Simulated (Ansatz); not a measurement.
A 3-atom cell of ZrO2 started from a crystallographic database, relaxed with r2SCAN, was run in Ansatz 0.2.0 under altered settings. All numbers are computed, without spin polarisation but where a row says otherwise.

```xyz
3
Lattice="0.0000 2.5447 2.5447 2.5447 0.0000 2.5447 2.5447 2.5447 0.0000" Properties=species:S:1:pos:R:3 pbc="T T T"
Zr    0.0000    0.0000    0.0000
O     1.2724    1.2724    1.2724
O     3.8171    3.8171    3.8171
```

The base run's other keys:
```yaml
kpoints:
  mp_grid: { grid: [4, 4, 4] }
hamiltonian:
  xc: hse06
scf:
  occupations: { method: fixed }
  n_extra_bands: 4
```

It takes 14 iterations with 645 plane waves at 420 eV and 8 k points, and leaves a mean stress of -2.98 GPa. The gap over this mesh is 4.980 eV. It ran on 4 threads of Arm Neoverse N1, on a shared host.

Outcomes, with energy and stress as changes against the base:
```csv
setting,outcome,ΔF (meV/atom),Δ mean stress (GPa),gap on the mesh (eV),iterations,wall time
"PBE hybrid, exx coeff 0.75, omega 0.1 1/Å",converged,–,-12.1,9.776,21,9.3 s
"PBE hybrid, exx coeff 0.75, unscreened",converged,–,-11.3,10.951,19,9.1 s
"PBE hybrid, exx coeff 1.0, unscreened",converged,–,-16.3,13.731,23,9.5 s
scf.mixing.preconditioner: kerker,converged,0.0,0.0,4.980,12,7.2 s
```
A dash marks a value that wasn't obtained or can't be compared. Stress is positive in compression. The base took 7.6 s.

- PBE hybrid, exx coeff 0.75, omega 0.1 1/Å. That is 75 % exact exchange, screened with ω = 0.1 1/Å, against HSE06's 25 % screened at 0.208 1/Å. The mean stress moves by -12.1 GPa and the gap on the mesh by +4.796 eV (to 9.776). Totals of different functionals aren't comparable. The program warns that on this mesh the truncation of the exchange isn't bounded, so part of the change can be an error of the mesh.
- PBE hybrid, exx coeff 0.75, unscreened. That is 75 % exact exchange, at all ranges, against HSE06's 25 % screened at 0.208 1/Å. The mean stress moves by -11.3 GPa and the gap on the mesh by +5.971 eV (to 10.951). Totals of different functionals aren't comparable.
- PBE hybrid, exx coeff 1.0, unscreened. That is 100 % exact exchange, at all ranges, against HSE06's 25 % screened at 0.208 1/Å. The mean stress moves by -16.3 GPa and the gap on the mesh by +8.750 eV (to 13.731). Totals of different functionals aren't comparable.

Within 1 meV an atom, 0.1 GPa and 0.005 eV of the base stay: scf.mixing.preconditioner: kerker.

The runs are scalar-relativistic, without spin-orbit coupling.

The program warns that its thresholds are loose for a hybrid's stress.

The meshes of the hybrids are coarse, so their gaps aren't converged to the digits shown.
